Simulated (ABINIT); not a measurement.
BaTiO3:

```
Ba Ti O
1.0
     3.99980    0.00000    0.00000
     0.00000    3.99980    0.00000
     0.00000    0.00000    4.01800
Ba Ti O
1 1 3
Direct
  0.00000 0.00000 0.00000
  0.50000 0.50000 0.49000
  0.00000 0.50000 0.51700
  0.50000 0.00000 0.51700
  0.50000 0.50000 0.01900
```

Base run:

```yaml
Program: ABINIT 10.8.3 (patched build)
Functional: PBE
Potentials_or_basis: PseudoDojo NC SR PBE v0.4.1 standard
Cutoff: 952 eV
k_mesh: 5 × 5 × 5
Occupations: fermi-dirac, width 0.05 eV
Spin: no spin polarisation
```

Its results: band gap on the k mesh 1.98 eV, indirect (least direct gap 2.11 eV); largest force 0.329 eV/Å.

Q: The run is repeated on the same cell with these changes: functional from PBE to PBEsol; potentials or basis from PseudoDojo NC SR PBE v0.4.1 standard to JTH PAW PBE v2.0; cutoff from 952 eV to 517 eV. What comes out?

A: Band gap on the k mesh 1.90 eV, indirect (least direct gap 2.02 eV); largest force 0.327 eV/Å.

Caveats: spin-orbit coupling is left out, which moves the levels of the heavy elements; an odd mesh through Γ misses points on the zone boundary, where band edges often lie; this release of the barium file is off (some runs); this set's barium file shifts pressures by 1.5 GPa and gaps by 0.1 eV against other sets (some runs); the PAW data sets were made with another functional, which shifts forces and pressure a little (some runs); the atomic spheres overlap (some runs).
